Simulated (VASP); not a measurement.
# Al (R-3m) in VASP: notebook

One crystal, Al, is run at these levels: PBEsol; tasks: relaxation of cell and atoms, single point.

All numbers are computed with VASP 6.6.1; they aren't measurements. Logs are shortened: lines on timing, memory, paths and dates and some standing lists are left out, and cuts for length are marked.

### 1 Starting point

Symmetry: R-3m, No. 166, trigonal system. Conventional cell: a = 4.338 Å, b = 4.338 Å, c = 3.171 Å, α = 90.00°, β = 90.00°, γ = 120.00°. Al (site symmetry -3m) has 6 Al at 2.72 Å as nearest neighbours.

The cell was built by a generator and needn't be a form met in nature.

### 2 Relaxation of cell and atoms, PBEsol

INCAR

```
  ALGO = Normal
  EDIFF = 1E-6
  EDIFFG = -0.04
  ENCUT = 600
  GGA = PS
  IBRION = 2
  ISIF = 3
  ISMEAR = 0
  LASPH = True
  LCHARG = False
  LREAL = False
  LWAVE = False
  NELM = 100
  NSW = 90
  PREC = Accurate
  SIGMA = 0.1
```

KPOINTS

```
k-points
0
Gamma
  9 9 9
```

POSCAR

```
Al
1.0
    2.1689556837      1.2522471479      1.0570902088
   -2.1689556837      1.2522471479      1.0570902088
    0.0000000000     -2.5044942957      1.0570902088
Al
1
Direct
    0.5000000000      0.5000000000      0.5000000000
```

Potentials or basis: VASP PAW PBE potentials, release 64 (Al).

Command:

```
$ cat potpaw_PBE.64/Al/POTCAR > POTCAR
$ mpirun -np 1 vasp_std > vasp.out
```

OUTCAR:

```text
EDIFF = 1E-6
   EDIFFG = -0.04
   ENCUT = 600
   GGA = PS
   IBRION = 2
   ISIF = 3
   ISMEAR = 0
   LASPH = True
   LREAL = False
   NELM = 100
   NSW = 90
   PREC = Accurate

 ion  position               nearest neighbor table
   1  0.500  0.500  0.500-

  LATTYP: Found a trigonal (rhomboedric) cell.
 ALAT       =     2.7184428239
 COS(alpha) =    -0.2731833387

  Lattice vectors:

 A1 = (   2.1689556837,   1.2522471479,   1.0570902088)
 A2 = (  -2.1689556837,   1.2522471479,   1.0570902088)
 A3 = (   0.0000000000,  -2.5044942957,   1.0570902088)

Analysis of symmetry for initial positions (statically):
=====================================================================
 Subroutine PRICEL returns:
 Original cell was already a primitive cell.

 Routine SETGRP: Setting up the symmetry group for a
 trigonal (rhombohedral) supercell.

 Subroutine GETGRP returns: Found 12 space group operations
 (whereof 12 operations were pure point group operations)
 out of a pool of 12 trial point group operations.

The static configuration has the point symmetry D_3d.

Analysis of symmetry for dynamics (positions and initial velocities):
=====================================================================
 Subroutine PRICEL returns:
 Original cell was already a primitive cell.

 Routine SETGRP: Setting up the symmetry group for a
 trigonal (rhombohedral) supercell.

 Subroutine GETGRP returns: Found 12 space group operations
 (whereof 12 operations were pure point group operations)
 out of a pool of 12 trial point group operations.

The dynamic configuration has the point symmetry D_3d.

 Subroutine INISYM returns: Found 12 space group operations
 (whereof 12 operations are pure point group operations),
 and found     1 'primitive' translations

----------------------------------------------------------------------------------------

                                     Primitive cell

  volume of cell :      17.2268

  direct lattice vectors                    reciprocal lattice vectors
     2.168955684  1.252247148  1.057090209     0.230525687  0.133094068  0.315331020
    -2.168955684  1.252247148  1.057090209    -0.230525687  0.133094068  0.315331020
     0.000000000 -2.504494296  1.057090209     0.000000000 -0.266188135  0.315331020

  length of vectors
     2.718442824  2.718442824  2.718442824     0.412661817  0.412661817  0.412661817

  position of ions in fractional coordinates (direct lattice)
     0.500000000  0.500000000  0.500000000

  ion indices of the primitive-cell ions
   primitive index   ion index
                 1           1

----------------------------------------------------------------------------------------

 KPOINTS: k-points

Automatic generation of k-mesh.
 Grid dimensions read from file:
 generate k-points for:    9    9    9

 Generating k-lattice:

  Cartesian coordinates                     Fractional coordinates (reciprocal lattice)
     0.025613965  0.014788230  0.035036780     0.111111111  0.000000000  0.000000000
    -0.025613965  0.014788230  0.035036780     0.000000000  0.111111111  0.000000000
     0.000000000 -0.029576459  0.035036780     0.000000000  0.000000000  0.111111111

  Length of vectors
     0.045851313  0.045851313  0.045851313

  Shift w.r.t. Gamma in fractional coordinates (k-lattice)
     0.000000000  0.000000000  0.000000000

 Subroutine IBZKPT returns following result:
 ===========================================

 Found     85 irreducible k-points:

 Following reciprocal coordinates:
            Coordinates               Weight
  0.000000  0.000000  0.000000      1.000000
  0.111111  0.000000  0.000000      6.000000
  0.222222  0.000000  0.000000      6.000000
  0.333333  0.000000 -0.000000      6.000000
  0.444444  0.000000  0.000000      6.000000
  0.111111  0.111111  0.000000      6.000000
[... 16 lines left out ...]
 -0.333333  0.333333  0.000000      6.000000
  0.444444  0.444444 -0.000000      6.000000
 [... further k-points ...]
   k-points           NKPTS =     85   k-points in BZ     NKDIM =     85   number of bands    NBANDS=      5
   number of dos      NEDOS =    301   number of ions     NIONS =      1
   total plane-waves  NPLWV =  13824
   dimension x,y,z NGX =    24 NGY =   24 NGZ =   24
   dimension x,y,z NGXF=    48 NGYF=   48 NGZF=   48
   ions per type =               1
   NGX,Y,Z   is equivalent  to a cutoff of  14.68, 14.68, 14.68 a.u.
   NGXF,Y,Z  is equivalent  to a cutoff of  29.35, 29.35, 29.35 a.u.
 SYSTEM =  unknown system
   PREC   = accura    normal or accurate (medium, high low for compatibility)
   ISTART =      0    job   : 0-new  1-cont  2-samecut
   ICHARG =      2    charge: 1-file 2-atom 10-const
   ISPIN  =      1    spin polarized calculation?
   LNONCOLLINEAR =      F non collinear calculations
   LSORBIT =      F    spin-orbit coupling
   LASPH  =      T    aspherical Exc in radial PAW
   ENCUT  =  600.0 eV  44.10 Ry    6.64 a.u.   5.43  5.43  5.43*2*pi/ulx,y,z
   NELM   =    100;   NELMIN=  2; NELMDL= -5     # of ELM steps
   EDIFF  = 0.1E-05   stopping-criterion for ELM
   LREAL  =      F    real-space projection
   EDIFFG = -.4E-01   stopping-criterion for IOM
   NSW    =     90    number of steps for IOM
   IBRION =      2    ionic relax: 0-MD 1-quasi-New 2-CG
   NFREE  =      1    steps in history (QN), initial steepest desc. (CG)
   ISIF   =      3    stress and relaxation
   ISYM   =      2    0-nonsym 1-usesym 2-fastsym
   POTIM  = 0.5000    time-step for ionic-motion
   TEBEG  =    0.0;   TEEND  =   0.0 temperature during run
   PSTRESS=    0.0 pullay stress
   NELECT =       3.0000    total number of electrons
   NUPDOWN=      -1.0000    fix difference up-down
   EMIN   =  10.00;   EMAX   =-10.00  energy-range for DOS
   EFERMI =   0.00;   METHOD = LEGACY
   ISMEAR =     0;   SIGMA  =   0.10  broadening in eV -4-tet -1-fermi 0-gaus
   EFERMI_NEDOS =   21; number of points for ismear=-14 and -15
   IALGO  =     38    algorithm
   IMIX   =      4    mixing-type and parameters
     AMIX     =   0.40;   BMIX     =  1.00
     AMIX_MAG =   1.60;   BMIX_MAG =  1.00
  volume/ion in A,a.u.               =      17.23       116.25
  Fermi-wavevector in a.u.,A,eV,Ry     =   0.914213  1.727611 11.371543  0.835785
  Thomas-Fermi vector in A             =   2.038814
   LORBIT       =      0    0 simple, 1 ext, 2 COOP (PROOUT), +10 PAW based schemes
   GGA     = PS    functional components
   LHFCALC =     F    Hartree Fock is set to
   AEXX    =    0.0000 exact exchange contribution
   IVDW    =     0    specifies the selected vdW correction
   LEPSILON=     F    determine dielectric tensor
   LRPA    =     F    only Hartree local field effects (RPA)
 conjugate gradient relaxation of ions
 non-spin polarized calculation
 Gauss-broadening in eV      SIGMA  =   0.10
  energy-cutoff  :      600.00
  volume of cell :       17.23
 maximum number of plane-waves:       590
 NGX is ok and might be reduce to    24
   NGX = 11   NGY = 11   NGZ = 11

--------------------------------------- Ionic step        1  -------------------------------------------

 number of electron       3.0000000 magnetization

 Free energy of the ion-electron system (eV)
  ---------------------------------------------------
  ext. energy  EPLUGINS =         0.00000000
  ---------------------------------------------------
  free energy    TOTEN  =        -3.92767325 eV

  energy without entropy =       -3.92550491  energy(sigma->0) =       -3.92658908

------------------------ aborting loop because EDIFF is reached ----------------------------------------

  FORCE on cell =-STRESS in cart. coord.  units (eV):
  Direction    XX          YY          ZZ          XY          YZ          ZX
  --------------------------------------------------------------------------------------
  -------------------------------------------------------------------------------------
  Total        0.4888852      0.4888852     -0.8840928      0.0000000     -0.0000000      0.0000000
  in kB       45.4687915     45.4687915    -82.2250971      0.0000000     -0.0000000      0.0000000
  external PRESSURE =       2.9041620 kB  Pullay stress =       0.0000000 kB
[... 265 lines left out ...]
  energy  without entropy=       -3.9863383132  energy(sigma->0) =       -3.98727595

--------------------------------------- Ionic step        9  -------------------------------------------

 number of electron       3.0000000 magnetization

 Free energy of the ion-electron system (eV)
  ---------------------------------------------------
  ext. energy  EPLUGINS =         0.00000000
  ---------------------------------------------------
  free energy    TOTEN  =        -3.98905636 eV

  energy without entropy =       -3.98799662  energy(sigma->0) =       -3.98852649

 E-fermi :   7.9463     XC(G=0): -10.2464

 val. band max:        7.8109772932   @ k =   0.4444   0.3333   0.3333
 cond. band min:       8.0667946821   @ k =  -0.2222   0.4444   0.1111
 fundamental gap:      0.2558173889
 Fermi energy:         7.9462957936

 k-point     1 :       0.0000    0.0000    0.0000
  band No.  band energies     occupation
      1      -3.1889      2.00000
      2      21.1210      0.00000
      3      21.1210      0.00000
      4      21.1454      0.00000
      5      22.5018      0.00000

 k-point     2 :       0.1111    0.0000    0.0000
  band No.  band energies     occupation
      1      -2.8353      2.00000
      2      17.8228      0.00000
      3      19.4475      0.00000
      4      19.9425      0.00000
      5      21.3660      0.00000
[... 169 lines left out ...]
 k-point    24 :       0.4444    0.4444   -0.0000
  band No.  band energies     occupation
      1       3.8577      2.00000
      2       4.3270      2.00000
      3      12.9182      0.00000
      4      15.8512      0.00000
      5      19.2877      0.00000

 [... further k-points ...]
[... 5 lines left out ...]
  --------------------------------------------------------------------------------------
  -------------------------------------------------------------------------------------
  Total        0.0258467      0.0258467     -0.0094506      0.0000000     -0.0000000      0.0000000
  in kB        2.5000462      2.5000462     -0.9141191      0.0000000     -0.0000000      0.0000000
  external PRESSURE =       1.3619911 kB  Pullay stress =       0.0000000 kB
[... 16 lines left out ...]
  FREE ENERGIE OF THE ION-ELECTRON SYSTEM (eV)
  ---------------------------------------------------
  free  energy   TOTEN  =        -3.9890563575 eV

  energy  without entropy=       -3.9879966189  energy(sigma->0) =       -3.98852649

 reached required accuracy - stopping structural energy minimisation
```

Wall time 15 s (1 thread of Intel Xeon Platinum 8488C (Sapphire Rapids), shared host); peak memory 0.13 GiB.

What came out:

| Quantity | Value |
| --- | --- |
| Free energy | -3.9891 eV |
| Relaxed volume | 16.56 Å³/atom |
| Relaxed cell | a = 2.780 Å, b = 2.780 Å, c = 2.780 Å, α = 109.44°, β = 109.44°, γ = 109.44° |
| Space group after relaxing (to 0.05 Å) | Im-3m (No. 229) |
| Energy gained by relaxing | 61.4 meV/atom |
| Ionic steps | 9 |
| Pressure after relaxing | 0.1 GPa |
| Band gap on the k mesh | none (metal or under the smearing width) |

Stress tensor (GPa, compression positive):
```
 0.25  0.00  0.00
 0.00  0.25  0.00
 0.00  0.00 -0.09
```

The path:
| step | energy change (eV) | largest force (eV/Å) | pressure (GPa) | volume (Å³) |
| --- | --- | --- | --- | --- |
| 1 | 0.0000 | 0.0000 | 0.29 | 17.23 |
| 2 | -0.0404 | 0.0000 | -1.46 | 17.28 |
| 3 | -0.0513 | 0.0000 | -2.57 | 17.28 |
| 4 | -0.0550 | 0.0000 | -2.74 | 17.26 |
| 5 | -0.0525 | 0.0000 | -2.62 | 17.23 |
| 6 | -0.0555 | 0.0000 | -2.77 | 17.25 |
| 7 | -0.0584 | 0.0000 | 1.16 | 16.31 |
| 8 | -0.0605 | 0.0000 | -0.43 | 16.69 |
| 9 | -0.0614 | 0.0000 | 0.14 | 16.56 |

Final structure:
```yaml
crystal:
  lattice:
    - [2.26967, 1.31040, 0.92822]
    - [-2.26967, 1.31040, 0.92822]
    - [0.00000, -2.62079, 0.92822]
  atoms:
    - { symbol: Al, position: [0.50000, 0.50000, 0.50000] }
```

Caveat: the PAW data sets were made with another functional, which shifts forces and pressure a little.

### 3 Single point, PBEsol

This run uses another cell than the first one, of 16.22 Å³/atom, 0.942 times its volume.

INCAR

```
SYSTEM = Al
PREC = Accurate
ENCUT = 520
EDIFF = 1E-6
ISMEAR = 0
SIGMA = 0.1
LREAL = .FALSE.
LASPH = .TRUE.
NELM = 100
ALGO = Fast
ISIF = 2
LWAVE = .FALSE.
LCHARG = .TRUE.
GGA = PS
LELF = .TRUE.
LVHAR = .TRUE.
NBANDS = 8
```

KPOINTS

```
Automatic mesh
0
G
  8 8 8
  0 0 0
```

POSCAR

```
Al
1.0
   -1.4193662388      1.4193662388      2.0133047723
    1.4193662388     -1.4193662388      2.0133047723
    1.4193662388      1.4193662388     -2.0133047723
Al
1
Direct
    0.0000000000      0.0000000000      0.0000000000
```

Potentials or basis: VASP PAW PBE potentials, release 64 (Al).

Command:

```
$ cat potpaw_PBE.64/Al/POTCAR > POTCAR
$ mpirun -np 1 vasp_std > vasp.out
```

Wall time 3.3 s (1 thread of Intel Xeon 6975P-C (Granite Rapids), shared host); peak memory 0.13 GiB.

The run converged. Its results:

| Quantity | Value |
| --- | --- |
| Free energy | -4.0872 eV |
| Pressure | 0.0 GPa |
| Band gap on the k mesh | none (metal or under the smearing width) |

Stress tensor (GPa, compression positive):
```
 0.15  0.00  0.00
 0.00  0.15  0.00
 0.00  0.00 -0.30
```

Levels at points of the mesh, in eV from the Fermi level:
```
           k point  band 1  band 2  band 3  band 4  band 5
(0.00, 0.00, 0.00)  -11.30   12.62   12.65   12.65   14.25
(0.50, 0.00, 0.00)   -4.71   -4.45   11.43   11.49   11.50
(0.50, 0.50, 0.00)   -2.99   -1.64    5.20    5.59    5.61
(0.50, 0.50, 0.50)   -3.04   -1.71    5.23    5.65    5.65
```

Caveat: the k mesh is coarse (spacing up to 0.39 Å⁻¹), so the values aren't converged; the PAW data sets were made with another functional, which shifts forces and pressure a little.

### 4 Relaxation of cell and atoms, PBEsol

This run uses another cell than the first one, of 17.14 Å³/atom, 0.995 times its volume.

INCAR

```
PREC = Accurate
ENCUT = 600
EDIFF = 1E-6
ISMEAR = 0
SIGMA = 0.1
LREAL = F
LASPH = T
NELM = 100
ALGO = Normal
ISIF = 3
LWAVE = F
LCHARG = F
GGA = PS
IBRION = 2
NSW = 90
EDIFFG = -0.04
```

KPOINTS

```
Automatic mesh
0
Gamma
  8 8 8
```

POSCAR

```
Al
1.0
   -1.4122003936      1.4122003936      2.1484568852
    1.4122003936     -1.4122003936      2.1484568852
    1.4122003936      1.4122003936     -2.1484568852
Al
1
Direct
    0.0000000000      0.0000000000      0.0000000000
```

Command:

```
$ cat potpaw_PBE.64/Al/POTCAR > POTCAR
$ mpirun -np 1 vasp_std > vasp.out
```

Run time: 10 s. Hardware: 1 thread of Intel Xeon 6975P-C (Granite Rapids), shared host; peak memory 0.13 GiB.

The run converged. Its results:

```yaml
Free_energy: -4.0874 eV
Relaxed_volume: 16.26 Å³/atom
Relaxed_cell: a = 2.844 Å, b = 2.844 Å, c = 2.844 Å, α = 120.00°, β = 120.00°, γ = 90.00°
Space_group_after_relaxing_to_0.05_Å: Fm-3m (No. 225)
Energy_gained_by_relaxing: 23.2 meV/atom
Ionic_steps: 15
Pressure_after_relaxing: -0.2 GPa
Band_gap_on_the_k_mesh: none (metal or under the smearing width)
```

The path:
```
step  energy change (eV)  largest force (eV/Å)  pressure (GPa)  volume (Å³)
   1              0.0000                0.0000           -4.10        17.14
   2             -0.0146                0.0000            0.59        16.07
   3             -0.0147                0.0000            0.15        16.16
   4             -0.0147                0.0000            0.06        16.18
   5             -0.0149                0.0000           -0.06        16.20
   6             -0.0151                0.0000           -0.15        16.23
   7             -0.0158                0.0000           -0.27        16.28
   8             -0.0207                0.0000           -0.81        16.39
   9             -0.0181                0.0000           -1.77        16.59
  10             -0.0222                0.0000           -1.18        16.46
  11             -0.0223                0.0000           -1.16        16.45
  12             -0.0224                0.0000           -1.10        16.44
  13             -0.0226                0.0000           -1.02        16.42
  14             -0.0229                0.0000           -0.74        16.37
  15             -0.0232                0.0000           -0.20        16.26
```

Final structure:
```cif
data_structure
_symmetry_space_group_name_H-M 'P 1'
_symmetry_Int_Tables_number 1
_cell_length_a 2.8438
_cell_length_b 2.8438
_cell_length_c 2.8438
_cell_angle_alpha 119.999
_cell_angle_beta 119.999
_cell_angle_gamma 90.002
_cell_volume 16.26
loop_
_atom_site_label
_atom_site_type_symbol
_atom_site_fract_x
_atom_site_fract_y
_atom_site_fract_z
_atom_site_occupancy
Al1 Al 0.00000 0.00000 0.00000 1
```

Levels at points of the mesh, in eV from the Fermi level:
```csv
k point,band 1,band 2,band 3,band 4,band 5
"(0.00, 0.00, 0.00)",-11.28,12.62,12.62,12.62,14.23
"(0.50, 0.00, 0.00)",-4.71,-4.45,11.45,11.45,11.50
"(0.50, 0.50, 0.00)",-3.01,-1.67,5.21,5.60,5.60
"(0.50, 0.50, 0.50)",-3.01,-1.66,5.20,5.60,5.60
```

Caveat: the k mesh is coarse (spacing up to 0.39 Å⁻¹), so the values aren't converged; the PAW data sets were made with another functional, which shifts forces and pressure a little.

[end of part 1 of 2]
